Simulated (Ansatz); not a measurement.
# C: the cost of one run

Computed with Ansatz 0.2.0 (DFT LDA, scalar-relativistic, plane waves, PAW, unless a step's input says otherwise).

1 further run of the same task is left out (set aside as unsound or not needed). Runs told in other sessions of the task aren't counted.

### 1 Starting point

Symmetry: Im-3m, No. 229, cubic system. Conventional cell: a = 4.821 Å, b = 4.821 Å, c = 4.821 Å, α = 90.00°, β = 90.00°, γ = 90.00°. C (site symmetry 3m) is surrounded by 4 C at 1.46 to 1.57 Å.

Coordinates:

```cif
data_structure
_symmetry_space_group_name_H-M 'Im-3m'
_symmetry_Int_Tables_number 229
_cell_length_a 4.8208
_cell_length_b 4.8208
_cell_length_c 4.8208
_cell_angle_alpha 90.000
_cell_angle_beta 90.000
_cell_angle_gamma 90.000
_cell_volume 112.04
loop_
_atom_site_label
_atom_site_type_symbol
_atom_site_symmetry_multiplicity
_atom_site_Wyckoff_symbol
_atom_site_fract_x
_atom_site_fract_y
_atom_site_fract_z
_atom_site_occupancy
C1 C 16 f 0.83726 0.16274 0.16274 1
```

It goes back to an entry of the Materials Project, which need not be the stable form.

This cell was relaxed beforehand with the same method: volume 7.00 Å³/atom, gap on the mesh 3.04 eV.

### 2 Zero of energy

The reference gives a free energy of -1938.2294 eV, pressure 0.00 GPa, largest force 0.001 eV/Å and gap on the mesh 3.04 eV. It was computed beforehand with the settings of the runs below.

### 3 Setting up a one-atom displacement scan

Atom 1 (C) is moved by x along the Cartesian unit vector (0.707, 0.707, 0.000); the cell and all other atoms stay fixed. Forces below are components along that vector, summed over the moved atoms. In a periodic cell its images move with it.

### 4 Point x = -0.300 Å

File input.yaml:

```yaml
crystal:
  lattice:
    - [-2.410398307, 2.410398307, 2.410398307]
    - [2.410398307, -2.410398307, 2.410398307]
    - [2.410398307, 2.410398307, -2.410398307]
  atoms:
    - { symbol: C, position: [0.2814675641, -0.0440035229, -0.0880070459] }
    - { symbol: C, position: [0.674528913, 0.674528913, 0.674528913] }
    - { symbol: C, position: [0.0, 0.325471087, 0.0] }
    - { symbol: C, position: [0.0, 0.0, 0.325471087] }
    - { symbol: C, position: [0.0, 0.674528913, 0.0] }
    - { symbol: C, position: [0.325471087, 0.325471087, 0.325471087] }
    - { symbol: C, position: [0.674528913, 0.0, 0.0] }
    - { symbol: C, position: [0.0, 0.0, 0.674528913] }
basis:
  ecutwfc: 420
kpoints:
  mp_grid: { grid: [8, 8, 8] }
hamiltonian:
  xc: lda
scf:
  occupations: { method: gaussian, width: 0.05 }
output:
  forces: true
  stress: true
  eigenvalues: true
```

Run with:

```sh
$ ansatz run input.yaml --threads 2 --pin off --max-ram 5120MiB --backend cpu --events-out ev --progress --plain --runs-dir out
```

Q: Estimate wall time and peak memory on 2 threads of Arm Neoverse V1, shared host.

About 15 s, with a peak of 0.57 GiB.
